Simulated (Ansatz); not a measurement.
# Ru: the cost of one run

Program: Ansatz 0.2.0. Level of theory: DFT PBE, scalar-relativistic. These are calculated values, not measurements.

## 1. The system as given

Symmetry: P6_3/mmc, No. 194, hexagonal system. Conventional cell: a = 2.706 Å, b = 2.706 Å, c = 4.282 Å, α = 90.00°, β = 90.00°, γ = 120.00°. Ru (site symmetry -6m2) has 12 Ru at 2.65 to 2.71 Å as nearest neighbours.

As a file:

```
Ru
1.0
     2.70580    0.00000    0.00000
    -1.35290    2.34329    0.00000
     0.00000    0.00000    4.28190
Ru
2
Direct
  0.33333 0.66667 0.25000
  0.66667 0.33333 0.75000
```

Structure: COD 9017842, as refined from experiment and not relaxed.

Atoms are numbered in the order of the input: Ru1, Ru2.

## 2. Volume × 0.94, LAPW

input.yaml reads:

```yaml
crystal:
  lattice:
    - [2.6505634408, 0.0, 0.0]
    - [-1.3252817204, 2.2954552741, 0.0]
    - [0.0, 0.0, 4.1944897589]
  atoms:
    - { symbol: Ru, position: [0.3333333333, 0.6666666667, 0.25] }
    - { symbol: Ru, position: [0.6666666667, 0.3333333333, 0.75] }
kpoints:
  mp_grid: { grid: [14, 14, 8] }
  band_path:
    path:
      - [0.0, 0.0, 0.0]
      - [0.5, 0.0, 0.0]
      - [0.3333333333, 0.3333333333, 0.0]
      - [0.0, 0.0, 0.0]
      - [0.0, 0.0, 0.5]
      - [0.5, 0.0, 0.5]
      - [0.3333333333, 0.3333333333, 0.5]
      - [0.0, 0.0, 0.5]
      - [0.5, 0.0, 0.5]
    npoints: 5
scf:
  occupations: { method: fermi_dirac, width: 0.03 }
hamiltonian:
  xc: pbe
  pseudopotentials: { kind: all_electron, lapw: { basis_error: 0.0005 } }
output:
  forces: true
  stress: true
  eigenvalues: true
```

The run is started by

```
$ ansatz run input.yaml --threads 1 --pin off --max-ram 3072MiB --backend cpu --events-out ev --progress --plain --runs-dir out
```

**Question.** How long does this run take on 1 thread of Arm Neoverse V2, shared host, and how much memory does it need?

About 44 s, with a peak of 0.53 GiB.
